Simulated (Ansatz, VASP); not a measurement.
# C in two plane-wave programs, part 2 of 2

Aim: how closely do two programs agree when they are given the same cell, functional and k mesh? The cell is taken from a series of runs on this material, whose earlier steps may have relaxed, scaled, displaced or heated it; both programs get it as it stands.

VASP 6.6.1 and Ansatz 0.2.0.

So far: The structure; VASP: single point, PBE with D3(BJ).

**3. Ansatz: single point, PBE with D3(BJ)**

Level of this step: Ansatz beside VASP: Kohn-Sham DFT, plane waves, PBE with D3(BJ) (Ansatz).

Ansatz runs on its default PAW (the set named soft_2) files.

The same cell, functional, mesh and smearing now go to Ansatz, which takes its cutoff from its data sets.

input.yaml reads:

```yaml
crystal:
  lattice:
    - [8.5073, 0.0, 0.0]
    - [-4.25365, 7.36754, 0.0]
    - [0.0, 0.0, 20.91]
  atoms:
    - { symbol: C, position: [0.69938, 0.60859, 0.67226] }
    - { symbol: C, position: [0.69938, 0.44193, 0.67185] }
    - { symbol: C, position: [0.86589, 0.94187, 0.67224] }
    - { symbol: C, position: [0.8659, 0.77511, 0.6722] }
    - { symbol: C, position: [0.69941, 0.10854, 0.67207] }
    - { symbol: C, position: [0.69941, 0.94189, 0.67249] }
    - { symbol: C, position: [0.86589, 0.44187, 0.67185] }
    - { symbol: C, position: [0.86588, 0.2751, 0.67185] }
    - { symbol: C, position: [0.03256, 0.77507, 0.67175] }
    - { symbol: C, position: [0.0326, 0.60857, 0.67179] }
    - { symbol: C, position: [0.03259, 0.27511, 0.67177] }
    - { symbol: C, position: [0.03254, 0.10854, 0.6717] }
    - { symbol: C, position: [0.1994, 0.60859, 0.67193] }
    - { symbol: C, position: [0.19936, 0.44189, 0.6718] }
    - { symbol: C, position: [0.3659, 0.94185, 0.67163] }
    - { symbol: C, position: [0.36593, 0.77507, 0.67212] }
    - { symbol: C, position: [0.19938, 0.10855, 0.67127] }
    - { symbol: C, position: [0.19942, 0.94188, 0.67139] }
    - { symbol: C, position: [0.36594, 0.44195, 0.67184] }
    - { symbol: C, position: [0.36591, 0.27509, 0.67137] }
    - { symbol: C, position: [0.53261, 0.77506, 0.67253] }
    - { symbol: C, position: [0.53259, 0.60861, 0.6724] }
    - { symbol: C, position: [0.53258, 0.27507, 0.67149] }
    - { symbol: C, position: [0.5326, 0.1086, 0.67165] }
kpoints:
  mp_grid: { grid: [3, 3, 1] }
hamiltonian:
  xc: pbe
  dispersion: d3bj
scf:
  occupations: { method: gaussian, width: 0.05 }
output:
  forces: true
  eigenvalues: true
  write_density: true
  write_potential: true
  volumetric_format: npy
```

On the command line:

```
ansatz run input.yaml --threads 8 --pin off --max-ram 15872MiB --backend cpu --events-out ev --progress --plain --runs-dir out
```

Numbers of over 12 decimals in the logs are rounded to 6 here.

The program printed:

```text
Engine: ansatz 0.2.0, aarch64-unknown-linux-gnu
Pseudopotentials: kind: paw
Pseudopotential: C, paw, valence charge 4, recommended cutoff 420 eV (normal), C.paw.azcp
Functional definition: PBE
  parameter kappa = 0.804
  parameter beta = 0.066725
  exchange = pbe_x(kappa = kappa, mu = beta*pi^2/3)
  correlation = pbe_c(beta = beta)
Crystal: 24 atoms, lattice volume = 1310.594 Å³
Basis set: ecut = 420 eV, 25707 PW (Γ), exchange–correlation on 120×120×288 points (8 copies of the dense FFT grid, shifted against one another)
Bands: 72, of which v1, the nominal top of the filled ones, is band 48 counted from 1 (47 counted from 0)
Symmetry: 1 space group operations
Space group: P1 (ITA 1), of the structure as read, at distance tolerance 1.1e-4 Å
k-points: 5 of 9 (time reversal used)
Non-local potential: C, projectors of the file, l = 0: 2, l = 1: 2, l = 2: 1
PAW form: soft (Blöchl's): semilocal exchange-correlation on the pseudo side does not see the compensation charge
PAW one-centre angular grid: C, 110 points (default); XC on 64 Gauss nodes
Initial density: superposition of atomic densities (neutral atoms: chi_scale 0, normalization atom), corrected by the library's trained network
Initial wavefunctions: pseudopotential atomic-orbital guess
Functional: x = pbe(κ = 0.804, μ = 0.219515), c = pbe(β = 0.066725)
SCF iter   1: F=—  HF=-6024.571002 eV  |F-HF|=—  |Δ(HF+E_count)|=         —  Δρ=1.61e-3  dr2=3.06e-2  ethr=1.77e-3  ⟨swp⟩=17.4  Hψ=2881  notcnv=0  defer=33
preconditioner: auto → LDOS  [metal: Δε(μ)=0.018 eV  Ē_g=13.862 eV  σ=0.050 eV  W_gap=0.21  n_scr=136 (ndim 8)  ℏωp=10.0 eV  f_vac=0.794  D(μ)=9.63/eV (n_scr^D=36)  β→1.0]
SCF iter   2: F=—  HF=-6024.570752 eV  |F-HF|=—  |Δ(HF+E_count)|=   2.50e-4  Δρ=3.28e-4  dr2=7.10e-4  ethr=3.19e-5  ⟨swp⟩=2.4  Hψ=689  notcnv=0  defer=91
SCF iter   3: F=—  HF=-6024.572186 eV  |F-HF|=—  |Δ(HF+E_count)|=   1.43e-3  Δρ=8.36e-5  dr2=1.56e-4  ethr=7.40e-7  ⟨swp⟩=2.0  Hψ=476  notcnv=0  defer=91
SCF iter   4: F=—  HF=-6024.572103 eV  |F-HF|=—  |Δ(HF+E_count)|=   8.23e-5  Δρ=5.58e-5  dr2=6.18e-5  ethr=1.62e-7  ⟨swp⟩=2.0  Hψ=492  notcnv=0  defer=91
SCF iter   5: F=—  HF=-6024.571997 eV  |F-HF|=—  |Δ(HF+E_count)|=   1.06e-4  Δρ=7.66e-6  dr2=6.42e-7  ethr=6.43e-8  ⟨swp⟩=2.0  Hψ=484  notcnv=0  defer=91
SCF iter   6: F=-6024.572005 eV  HF=-6024.572005 eV  |F-HF|=4.26e-7  |Δ(HF+E_count)|=   7.59e-6  Δρ=1.46e-6  dr2=2.12e-8  ethr=1.04e-10  ⟨swp⟩=35.4  Hψ=4106  notcnv=0
SCF 1 converged in 6 iterations: F = -6024.572005 eV  dr2 = 2.12e-8
  greatest PAW one-centre occupation: 0.675 electrons in one spin orbital (limit 2), on the C atom at site 21 (counted from 0), in its partial waves of l = 0
WARN: The output density's exchange-correlation potential varies sharply where the density is thin. Do not read a vacuum level from v_tot or v_xc, or from such a field of the output density. On a cell that repeats whose density bears no net charge and no dipole along the vacuum's axis use v_es (v_loc + v_h of the components); under efield.dipole_correction with no amplitude use v_es + v_field, which holds any externa [...]
SCF converged after 6 iterations
Free energy (F): -6024.572005 eV
Harris-Foulkes:  -6024.572005 eV  (|F-HF|=4.26e-7)
Internal energy: -6024.559900 eV  (E = F + TS)
E sigma→0 (E₀):  -6024.565953 eV
Entropy (-TS):   -0.012105 eV (-0.504 meV/atom)
Fermi energy:    -2.392483 eV
--- Per-component energies (eV) ---
  E_band       = -1112.443789
  E_kinetic    = 2188.697533
  E_local      = -41696.085775  (includes V_loc(G=0)·N_el)
  E_nonlocal   = 657.141503
  E_hartree    = 19665.036436
  E_xc         = -1153.445921
  E_vxc        = -1428.008508  (∫ρ·V_xc dr)
  E_paw        = -2385.048957  (= ΣΔE_a)
  E_vpaw       = -164.254080  (= ΣTr[D̂ρ^β])
  E_aug_tail   = 0.000184  (compensation charges beyond the density's cutoff)
  E_ewald      = 16701.275008
  E_disp       = -2.129912  (pairwise vdW)
  E_smearing   = -0.012105  (= −TS)
  E_closure    = -0.000000  (closes the sum)
  Σ components = -6024.572005   (vs F -6024.572005, Δ=0.00e0)
--- Forces (eV/Å), atoms counted from 1 ---
  atom   1  C      0.00122255    -0.00569255    -0.00626137
  atom   2  C      0.00098774    -0.01259907     0.00336824
  atom   3  C      0.00908124     0.00496493    -0.00806754
  atom   4  C      0.00696603    -0.00411069    -0.01526801
  atom   5  C     -0.02370297     0.00623852    -0.01052700
  atom   6  C     -0.01397016    -0.00746136    -0.02306622
  atom   7  C     -0.00069310     0.01000824    -0.01187011
  atom   8  C      0.01492558    -0.00067137     0.01550159
  atom   9  C      0.01053302     0.01066499     0.00395381
  atom  10  C     -0.00838535    -0.00200287     0.01188879
  atom  11  C     -0.00393886    -0.01084974    -0.00683079
  atom  12  C      0.01703447     0.01306066     0.00544130
  atom  13  C     -0.00237236    -0.01344954    -0.00671058
  atom  14  C      0.00971606     0.00777866     0.00987070
  atom  15  C      0.01597359     0.01110340     0.01072531
  atom  16  C     -0.00430675     0.01304922    -0.01204207
  atom  17  C     -0.00701222    -0.00039066     0.02452203
  atom  18  C     -0.02404833    -0.00677027     0.01393728
  atom  19  C     -0.00025651    -0.03020120     0.00257476
  atom  20  C     -0.01038764     0.01493964     0.01340593
  atom  21  C     -0.01484580     0.02470049    -0.01205570
  atom  22  C      0.01458624    -0.01652022    -0.02430318
  atom  23  C     -0.00120553     0.01894099     0.01349406
  atom  24  C      0.01410237    -0.02473056     0.00847967
  max |Σ_I F_I| component: 1.61e-4 eV/Å
--- Band table (eV; the first three rows and the last of 5) ---
  k-point 0: bands = [... 44 lower, -4.7779, -4.7769, -2.4026, -2.4010, -2.3839, -2.3824, -0.7069, -0.7054, ... 20 higher]
  k-point 1: bands = [... 44 lower, -5.5683, -4.5095, -4.1901, -3.7081, -1.2194, -0.7828, -0.6015, 0.3839, ... 20 higher]
  k-point 2: bands = [... 44 lower, -5.5686, -4.5083, -4.1908, -3.7069, -1.2211, -0.7847, -0.6004, 0.3847, ... 20 higher]
  k-point 4: bands = [... 44 lower, -5.5687, -4.5095, -4.1902, -3.7080, -1.2195, -0.7829, -0.6015, 0.3841, ... 20 higher]
```

In the SCF lines HF is the Harris–Foulkes energy and dr2 the Hartree energy of the density residual, in eV; the loop may stop once dr2 is under the threshold and the program's other checks hold. Hψ counts applications of the Hamiltonian.

**4. Side by side**

Known differences besides the potentials themselves: the cutoff is 420 eV in Ansatz and 520 eV in VASP. Total energies have different zeros and are not compared.

With vacuum in the cell, a pressure given here is an average over mostly empty space and none of the material.

**5. Ansatz: single point, LDA**

With cell and atoms fixed, the geometry can't cause a difference; cores, projectors, grids and the points listed under the comparison can.

The cell is taken from a series of runs on this material, whose earlier steps may have relaxed, scaled, displaced or heated it; both programs get it as it stands.

Edit input.yaml of step 3 so:

```diff
@@ -33,4 +33,3 @@
 hamiltonian:
-  xc: pbe
-  dispersion: d3bj
+  xc: lda
 scf:
@@ -39,5 +38 @@
   forces: true
-  eigenvalues: true
-  write_density: true
-  write_potential: true
-  volumetric_format: npy
```

The program printed:

```text
[...]
Crystal: 24 atoms, lattice volume = 1310.594 Å³
Basis set: ecut = 420 eV, 25707 PW (Γ)
Bands: 72, of which v1, the nominal top of the filled ones, is band 48 counted from 1 (47 counted from 0)
Symmetry: 1 space group operations
[...]
k-points: 5 of 9 (time reversal used)
[...]
atom   5  C     -0.02348298     0.00619919    -0.01256115
  atom   6  C     -0.01368981    -0.00765436    -0.02836652
  atom   7  C     -0.00051816     0.00986027    -0.01254513
  atom   8  C      0.01482543    -0.00056364     0.01615087
[...]
atom  21  C     -0.01455290     0.02444780    -0.01708079
  atom  22  C      0.01455614    -0.01624997    -0.02908521
  atom  23  C     -0.00129032     0.01895392     0.01635437
  atom  24  C      0.01408290    -0.02456815     0.01005320
  max |Σ_I F_I| component: 7.44e-3 eV/Å
[key lines of the parts left out:]
SCF converged after 6 iterations
Free energy (F): -5830.836177 eV
Fermi energy:    -2.692853 eV
```

**6. VASP: single point, LDA**

The same cell, functional (in two slightly different forms), mesh and smearing now go to VASP, with its own data sets.

INCAR reads:

```
SYSTEM = C
PREC = Accurate
ENCUT = 520
EDIFF = 1E-06
NELM = 120
ISMEAR = 0
SIGMA = 0.05
LREAL = .FALSE.
ALGO = Normal
GGA = PW92
NBANDS = 72
LORBIT = 11
LWAVE = .FALSE.
LCHARG = .FALSE.
ISIF = 2
LASPH = .TRUE.
GGA_COMPAT = .FALSE.
KPAR = 4
```

POSCAR reads:

```
C
1.0
    8.5073000000      0.0000000000      0.0000000000
   -4.2536500000      7.3675400000      0.0000000000
    0.0000000000      0.0000000000     20.9100000000
C
24
Direct
    0.6993800000      0.6085900000      0.6722600000
    0.6993800000      0.4419300000      0.6718500000
    0.8658900000      0.9418700000      0.6722400000
    0.8659000000      0.7751100000      0.6722000000
    0.6994100000      0.1085400000      0.6720700000
    0.6994100000      0.9418900000      0.6724900000
    0.8658900000      0.4418700000      0.6718500000
    0.8658800000      0.2751000000      0.6718500000
    0.0325600000      0.7750700000      0.6717500000
    0.0326000000      0.6085700000      0.6717900000
    0.0325900000      0.2751100000      0.6717700000
    0.0325400000      0.1085400000      0.6717000000
    0.1994000000      0.6085900000      0.6719300000
    0.1993600000      0.4418900000      0.6718000000
    0.3659000000      0.9418500000      0.6716300000
    0.3659300000      0.7750700000      0.6721200000
    0.1993800000      0.1085500000      0.6712700000
    0.1994200000      0.9418800000      0.6713900000
    0.3659400000      0.4419500000      0.6718400000
    0.3659100000      0.2750900000      0.6713700000
    0.5326100000      0.7750600000      0.6725300000
    0.5325900000      0.6086100000      0.6724000000
    0.5325800000      0.2750700000      0.6714900000
    0.5326000000      0.1086000000      0.6716500000
```

KPOINTS reads:

```
Automatic mesh
0
Gamma
3 3 1
0 0 0
```

PAW data sets: C (LDA family, release 64).

On the command line:

```
mpirun -np 8 vasp_std
```

The program printed:

```text
[banner, memory and clock lines left out]
running    8 mpi-ranks, on    1 nodes
[...]
[... a notice as in an earlier step ...]

 [... a notice as in an earlier step ...]

|                                                                             |
|               ----> ADVICE to this user running VASP <----                  |
|                                                                             |
|     You enforced a specific xc type in the INCAR file but a different       |
|     [... a line on the potential file left out ...]
|     I HOPE YOU KNOW WHAT YOU ARE DOING!                                     |
|                                                                             |

 LDA part: xc-table for (Slater(with rela. corr.)+PW92), standard interpolation
 POSCAR, INCAR and KPOINTS ok, starting setup
[...]
entering main loop
       N       E                     dE             d eps       ncg     rms          rms(c)
DAV:   1     0.876296070979E+03    0.87630E+03   -0.33980E+04   792   0.968E+02
DAV:   2    -0.818526830245E+02   -0.95815E+03   -0.88961E+03  1112   0.237E+02
DAV:   3    -0.253793442257E+03   -0.17194E+03   -0.17130E+03   944   0.109E+02
DAV:   4    -0.260073239202E+03   -0.62798E+01   -0.62586E+01   976   0.264E+01
[...]
DAV:  23    -0.242266245836E+03   -0.33341E-05   -0.18737E-08   560   0.506E-04    0.225E-04
DAV:  24    -0.242266248102E+03   -0.22654E-05   -0.62589E-09   480   0.250E-04    0.783E-05
DAV:  25    -0.242266248750E+03   -0.64859E-06   -0.84285E-10   496   0.202E-04
   1 F= -.24226625E+03 E0= -.24226019E+03  d E =-.121232E-01
```

From OUTCAR (step 6):

```text
  Total       -6.5273420     -6.5568150     -0.1704300      0.0228466     -0.0001067     -0.0000059
  in kB       -7.9795549     -8.0155851     -0.2083475      0.0279295     -0.0001304     -0.0000072
  external PRESSURE =      -5.4011625 kB  Pullay stress =       0.0000000 kB

 POSITION                                       TOTAL-FORCE (eV/Angst)
 -----------------------------------------------------------------------------------
      3.36111      4.48381     14.05696         0.001139     -0.005335     -0.008715
      4.07002      3.25594     14.04838         0.001104     -0.012435      0.003723
      3.36000      6.93926     14.05654         0.008736      0.005042     -0.010488
      4.06942      5.71065     14.05570         0.006922     -0.004240     -0.017783
      5.48840      0.79967     14.05298        -0.023173      0.006313     -0.012090
      1.94362      6.93941     14.06177        -0.013491     -0.007486     -0.027636
      5.48683      3.25549     14.04838        -0.000703      0.010092     -0.012210
      6.19612      2.02681     14.04838         0.014971     -0.000875      0.016403
     -3.01988      5.71036     14.04629         0.010242      0.010303      0.004924
     -2.31131      4.48366     14.04713        -0.008402     -0.001947      0.012990
     -0.89297      2.02688     14.04671        -0.004149     -0.010806     -0.006450
     -0.18486      0.79967     14.04525         0.016460      0.012757      0.006788
     -0.89237      4.48381     14.05006        -0.002239     -0.013092     -0.007261
     -0.18363      3.25564     14.04734         0.009605      0.007748      0.010826
[...]
-----------------------------------------------------------------------------------
    total drift:                                0.000063      0.000123      0.000030

  FREE ENERGIE OF THE ION-ELECTRON SYSTEM (eV)
  ---------------------------------------------------
  free  energy   TOTEN  =      -242.2662487505 eV

  energy  without entropy=     -242.2541255988  energy(sigma->0) =     -242.26018717

[... 2 parts as in an earlier step ...]

[... 1 further part left out ...]
[key lines of the parts left out:]
E-fermi :  -3.0348
```

**7. Differences**

What differs besides the data sets and the points named for the pairs above, as far as they apply: VASP's log shows a relativistic correction to its local exchange, Ansatz's none. Total energies have different zeros and are not compared.

With vacuum in the cell, a pressure given here is an average over mostly empty space and none of the material.

**8. What came out**

```yaml
r_m_s_force_difference_single_point_pbe_with_d3_bj: 0.15 meV/Å
r_m_s_force_difference_single_point_lda: 0.25 meV/Å
```

In words: The r.m.s. force difference is 0.25 meV/Å (single point, LDA), within the 12 meV/Å picked in this series as the mark of a large difference. How closely two codes agree says nothing of how well the functional describes the real material.

[Lines on the potential files, build, host, timing and source positions are cut from VASP's logs without a mark.]

[Logs are printed without paths, hosts, clocks, repeated set-up lines and the standing remarks that a program may print on its own settings, such as how far it seeks lower states.]

[Hosts, paths, dates, database ids (printed as entryN), source tags and the programs' standing remarks are cut or masked in the printed files.]
